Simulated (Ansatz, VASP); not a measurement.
## Si2W in VASP and in Ansatz

```
Si W
1.0
    -1.60626    1.60626    3.90098
     1.60626   -1.60626    3.90098
     1.60626    1.60626   -3.90098
Si W
2 1
Direct
  0.33508 0.33508 0.00000
  0.66492 0.66492 0.00000
  0.00000 0.00000 0.00000
```

Alike in both runs: task single point; functional PBE; k mesh 12 × 12 × 12; occupations fermi-dirac, width 0.02 eV; no spin polarisation.

|  | VASP | Ansatz |
| --- | --- | --- |
| version | VASP 6.6.1 | Ansatz 0.2.0 |
| potentials or method | VASP PAW PBE potentials, release 64 (Si, W_sv) | plane waves, PAW |
| plane-wave cutoff (eV) | 520 | 420 |
| valence electrons in the cell | 22 | 22 |

VASP gave:

| Quantity | Value |
| --- | --- |
| pressure (GPa) | 4.5 |
| largest component of the traceless stress (GPa) | 1.37 |
| rms of the force components (eV/Å) | 0.075 |

**Question.** What did Ansatz give for the same quantities?

**Answer.** Pressure (GPa): 4.5; largest component of the traceless stress (GPa): 1.44; rms of the force components (eV/Å): 0.074.

Atom by atom the forces differ by 0.001 eV/Å (rms over components).

Spin-orbit coupling is left out, which matters for the levels of W.
